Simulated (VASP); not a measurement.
# Core-hole spectrum of MoS2

Aim: an X-ray absorption edge of MoS2 by the supercell core-hole method. The cell has space group P6_3/mmc. The start is a cell from a database of measured crystal structures.

Main program and level: VASP 6.6.1; PBE, no spin polarisation; plane waves and PAW (Mo_sv, Mo_sv, S), in the first sound run; inputs show where later runs differ.

Report form: the programs' logs are mostly left out.

The database entry behind the starting cell differs from later determinations by our own check (about 0.3 % long), so it need not match the best structure at ambient conditions.

### Step 1. The starting structure

The cell holds 54 atoms: 18 Mo and 36 S. Its edges and angles: a = 9.507 Å, b = 9.507 Å, c = 12.324 Å, α = 90.0°, β = 90.0°, γ = 120.0°. It derives from MoS2, repeated 3×3×1. Nearest the centre at fractional (0.111, 0.222, 0.250): Mo1 at 0.00 Å, S52 at 2.41 Å, S46 at 2.41 Å, S34 at 2.41 Å, S28 at 2.41 Å, S47 at 2.41 Å, S29 at 2.41 Å, Mo4 at 3.17 Å.

### Step 2. Supercell without a hole

The cell without a hole gives, with ICORELEVEL = 1, the Kohn-Sham core levels of the initial state. It is a supercell, which puts a hole 9.5 Å from its nearest image.

INCAR

```
SYSTEM = MoS2
PREC = Accurate
ENCUT = 400
EDIFF = 1E-05
NELM = 100
ISMEAR = 0
SIGMA = 0.05
LREAL = Auto
ALGO = Fast
GGA = PE
NBANDS = 272
LASPH = .TRUE.
LWAVE = .FALSE.
LCHARG = .FALSE.
NCORE = 8
ICORELEVEL = 1
```

POSCAR

```
MoS2
1.0
    9.5070000000      0.0000000000      0.0000000000
   -4.7535000000      8.2333035138      0.0000000000
    0.0000000000      0.0000000000     12.3240000000
Mo Mo S
1 17 36
Direct
    0.1111111111      0.2222222222      0.2500000000
    0.1111111111      0.5555555556      0.2500000000
    0.1111111111      0.8888888889      0.2500000000
    0.4444444444      0.2222222222      0.2500000000
    0.4444444444      0.5555555556      0.2500000000
    0.4444444444      0.8888888889      0.2500000000
    0.7777777778      0.2222222222      0.2500000000
    0.7777777778      0.5555555556      0.2500000000
    0.7777777778      0.8888888889      0.2500000000
    0.2222222222      0.1111111111      0.7500000000
    0.2222222222      0.4444444444      0.7500000000
    0.2222222222      0.7777777778      0.7500000000
    0.5555555556      0.1111111111      0.7500000000
    0.5555555556      0.4444444444      0.7500000000
    0.5555555556      0.7777777778      0.7500000000
    0.8888888889      0.1111111111      0.7500000000
    0.8888888889      0.4444444444      0.7500000000
    0.8888888889      0.7777777778      0.7500000000
    0.1111111111      0.2222222222      0.6230000000
    0.1111111111      0.5555555556      0.6230000000
    0.1111111111      0.8888888889      0.6230000000
    0.4444444444      0.2222222222      0.6230000000
    0.4444444444      0.5555555556      0.6230000000
    0.4444444444      0.8888888889      0.6230000000
    0.7777777778      0.2222222222      0.6230000000
    0.7777777778      0.5555555556      0.6230000000
    0.7777777778      0.8888888889      0.6230000000
    0.2222222222      0.1111111111      0.1230000000
    0.2222222222      0.4444444444      0.1230000000
    0.2222222222      0.7777777778      0.1230000000
    0.5555555556      0.1111111111      0.1230000000
    0.5555555556      0.4444444444      0.1230000000
    0.5555555556      0.7777777778      0.1230000000
    0.8888888889      0.1111111111      0.1230000000
    0.8888888889      0.4444444444      0.1230000000
    0.8888888889      0.7777777778      0.1230000000
    0.1111111111      0.2222222222      0.8770000000
    0.1111111111      0.5555555556      0.8770000000
    0.1111111111      0.8888888889      0.8770000000
    0.4444444444      0.2222222222      0.8770000000
    0.4444444444      0.5555555556      0.8770000000
    0.4444444444      0.8888888889      0.8770000000
    0.7777777778      0.2222222222      0.8770000000
    0.7777777778      0.5555555556      0.8770000000
    0.7777777778      0.8888888889      0.8770000000
    0.2222222222      0.1111111111      0.3770000000
    0.2222222222      0.4444444444      0.3770000000
    0.2222222222      0.7777777778      0.3770000000
    0.5555555556      0.1111111111      0.3770000000
    0.5555555556      0.4444444444      0.3770000000
    0.5555555556      0.7777777778      0.3770000000
    0.8888888889      0.1111111111      0.3770000000
    0.8888888889      0.4444444444      0.3770000000
    0.8888888889      0.7777777778      0.3770000000
```

KPOINTS

```
Automatic mesh
0
Gamma
2 2 2
0 0 0
```

Potentials, in the order of the species: Mo_sv, Mo_sv and S (PBE family, release 64).

Run with:

```sh
$ mpirun -np 8 vasp_std
```

It took 81 s on 8 MPI ranks of Intel Xeon 6975P-C (Granite Rapids), shared host; peak memory 2 GiB; 11 min of CPU time.

These are scalar-relativistic Kohn-Sham levels of the ground state, with no core hole, so they are not binding energies.

This step gave:

```yaml
free_energy_toten: -392.4890 eV
fermi_energy: 7.856 eV
pressure: 1.576 GPa
```

The two shallowest core shells; atoms whose shallowest level rounds to another's at 0.01 eV are left out. Core levels, by row:

```tsv
atom	shell	level below the valence-band top (eV)
Mo1	3p	376.6
Mo1	3d	218.4
S19	2s	206
S19	2p	150.7
```

### Step 3. L2,3 edge, Wyckoff site Mo c, full hole

This step: supercell core-hole method, PBE, full hole, no spin polarisation; plane waves and PAW (Mo_sv, Mo_sv, S) (VASP 6.6.1).

One core electron is taken from the first atom, which POSCAR lists as a species of its own, and NELECT stays that of the neutral valence shell, so the cell is charged against a background. NBANDS covers the range above the edge. The first density still holds the charge taken from the core, which is what the BRMIX lines of the log report.

INCAR

```
SYSTEM = MoS2
PREC = Accurate
ENCUT = 400
EDIFF = 1E-06
NELM = 100
ISMEAR = 0
SIGMA = 0.05
LREAL = Auto
ALGO = Normal
GGA = PE
NBANDS = 784
LASPH = .TRUE.
LWAVE = .FALSE.
LCHARG = .FALSE.
ICORELEVEL = 2
CLNT = 1
CLN = 2
CLL = 1
CLZ = 1
CH_LSPEC = .TRUE.
CH_NEDOS = 1500
CH_SIGMA = 0.5
NELECT = 468
```

POSCAR is that of step 2.

KPOINTS is that of step 2.

Run with:

```sh
$ mpirun -np 8 vasp_std
```

Elapsed: 9.2 min, on 8 MPI ranks; peak memory 3 GiB; 73 min of CPU time.

This step gave:

* free energy (TOTEN): -562.9286 eV
* Fermi energy: 7.657 eV

The imaginary dielectric function times 10^5 has structure finer than the step of the table below, so its rows give means over 2 eV, whole bins alone (the curve runs from 2506 to 2551 eV). Peaks (eV: height): xx 2510.9: 2.35; zz 2511.1: 2.44.

Smoothed further by a Gaussian, to a width of roughly 2 to 2.4 eV in all; heights scale with one over the cell volume; the energy axis is the program's own, and the fall at its high end is where NBANDS ends. Imaginary dielectric function times 10^5 against photon energy; means over each step:

```tsv
photon energy (eV)	xx	zz
2508	0.108	0.0858
2510	1.63	1.49
2512	1.31	1.66
2514	0.174	0.264
2516	0.181	0.0809
2518	0.316	0.252
2520	0.306	0.309
2522	0.255	0.255
2524	0.207	0.210
2526	0.178	0.201
2528	0.119	0.123
2530	0.172	0.135
2532	0.203	0.195
2534	0.183	0.175
2536	0.130	0.149
2538	0.171	0.176
2540	0.111	0.114
2542	0.0141	0.0190
2544	1.1e-4	2.0e-4
```

The smoothed xx curve reaches a tenth of its top at about 2509 eV.

### Step 4. L2,3 edge, Wyckoff site Mo c, no hole

This step: supercell core-hole method, PBE, no hole, no spin polarisation; plane waves and PAW (Mo_sv, Mo_sv, S) (VASP 6.6.1).

With CLZ = 0 the final states feel no hole, which shows what the hole does. NBANDS covers the range above the edge.

Changes to INCAR since step 3:

```diff
@@ -18,3 +18,3 @@
 CLL = 1
-CLZ = 1
+CLZ = 0
 CH_LSPEC = .TRUE.
@@ -22,2 +22 @@
 CH_SIGMA = 0.5
-NELECT = 468
```

POSCAR is that of step 3.

KPOINTS is that of step 3.

Run with:

```sh
$ mpirun -np 8 vasp_std
```

Run time: 7.1 min. Hardware: 8 MPI ranks; peak memory 3 GiB.

This step gave:

```yaml
free_energy_toten: -392.4890 eV
fermi_energy: 7.844 eV
pressure: 1.578 GPa
```

Smoothed further by a Gaussian, to a width of roughly 2 to 2.4 eV in all; heights scale with one over the cell volume; the energy axis is the program's own, and the fall at its high end is where NBANDS ends. Imaginary dielectric function times 10^5 against photon energy; read off at these points:

```tsv
photon energy (eV)	xx	zz
2508.0	0.00234	0.00229
2510.0	0.544	0.444
2512.0	2.22	2.17
2514.0	0.564	0.964
2516.0	0.190	0.0869
2518.0	0.345	0.267
2519.1	0.414	0.361
2520.0	0.378	0.371
2522.0	0.348	0.339
2524.0	0.255	0.262
2526.0	0.231	0.252
2528.0	0.148	0.168
2530.0	0.185	0.144
2532.0	0.236	0.227
2534.0	0.235	0.217
2536.0	0.138	0.162
2538.0	0.207	0.208
2540.0	0.136	0.141
2542.0	0.0112	0.0160
2544.0	2.8e-5	5.3e-5
```

The smoothed xx curve reaches a tenth of its top at about 2510 eV.

### Step 5. Summary

This step: supercell core-hole method, PBE; plane waves and PAW (VASP 6.6.1).

Derived from the runs above.

Core-hole runs:

```tsv
site	hole	cost (core minutes)
Mo c	full hole	73.48
Mo c	no hole	56.81
```

### Step 6. What came out

```
L2,3 edge of Mo c, full hole : xx reaches a tenth of its top at 2508.7 eV on the program's axis; share within the next 5 eV of the next 20 eV: 66 %
L2,3 edge of Mo c, no hole   : xx reaches a tenth of its top at 2509.5 eV on the program's axis; share within the next 5 eV of the next 20 eV: 62 %
```

In words: The Mo L2,3 edge, for light polarised along x, reaches a tenth of its top at 2508.7 eV on the program's axis. That mark passes over any weaker pre-edge, and only dipole transitions enter. In the charged run (full hole) weight just under or at the onset may be a state bound to the hole or the highest filled band counted as a final state; this wasn't checked, so onset and share of that run are in doubt. Share of the first 20 eV of absorption, for light polarised along x, that lies within 5 eV of each run's own onset: 62 % with no hole and 66 % with full hole. One site of the element was run (Wyckoff letter c). With 54 atoms and a 2×2×2 mesh the peak shapes still carry the imprint of the mesh. The fall at the high end is where NBANDS ends. The method knows neither the spin-orbit splitting of the core shell nor multiplets, so the measured edge has more structure; for so heavy an atom the two spin-orbit partners are separate edges, far apart. The other core electrons stay frozen, so neither the program's energy axis nor the change of TOTEN is an excitation energy; spectra are aligned at the onset when set beside measurement. Not tabulated here, as repeats of values shown or as unfit to read for their mesh, reference level or band range: gaps (L2,3 edge, supercell without a hole); pressures of a box with vacuum or a charge (L2,3 edge); core levels (L2,3 edge).

[Lines on the potential files, build, host, timing and source positions are cut from VASP's logs without a mark.]

[Logs are printed without paths, hosts, clocks, repeated set-up lines and the standing remarks that a program may print on its own settings, such as how far it seeks lower states.]

[Hosts, paths, dates, database ids (printed as entryN), source tags and the programs' standing remarks are cut or masked in the printed files.]
